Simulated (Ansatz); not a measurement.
Input and command of a plane-wave DFT calculation in Ansatz:

```yaml
crystal:
  lattice:
    - [-3.138074, 3.138074, 3.138074]
    - [3.138074, -3.138074, 3.138074]
    - [3.138074, 3.138074, -3.138074]
  atoms:
    - { symbol: Zn, position: [0.0, 0.0, 0.0] }
    - { symbol: Zn, position: [0.0, 0.0, 0.5] }
    - { symbol: Zn, position: [0.0, 0.5, 0.0] }
    - { symbol: Zn, position: [0.0, 0.5, 0.5] }
    - { symbol: Zn, position: [0.5, 0.0, 0.0] }
    - { symbol: Zn, position: [0.5, 0.0, 0.5] }
    - { symbol: Zn, position: [0.5, 0.5, 0.0] }
    - { symbol: Zn, position: [0.5, 0.5, 0.5] }
    - { symbol: H, position: [0.125, 0.25, 0.375] }
basis:
  ecutwfc: 420
kpoints:
  mp_grid: { grid: [4, 4, 4] }
hamiltonian:
  xc: pbe
scf:
  occupations: { method: gaussian, width: 0.1 }
output:
  forces: true
  stress: true
  eigenvalues: true
```

```bash
ansatz run input.yaml --threads 2 --pin off --max-ram 5120MiB --backend cpu --events-out ev --progress --plain --runs-dir out
```

Processor: AMD EPYC 9R45 96-Core Processor (Zen 5), 2 threads, on a host shared with other jobs.

Task: How long does it run, and how much memory does it take?

Result: About 1.4 s on 2 threads of AMD EPYC 9R45 96-Core Processor (Zen 5), on a shared host, peak memory 0.47 GiB. It solves 59 bands at 13 k points (the mesh reduced by the symmetry that the task leaves, which can be less than the crystal's) with about 2347 plane waves, in 8 SCF iterations.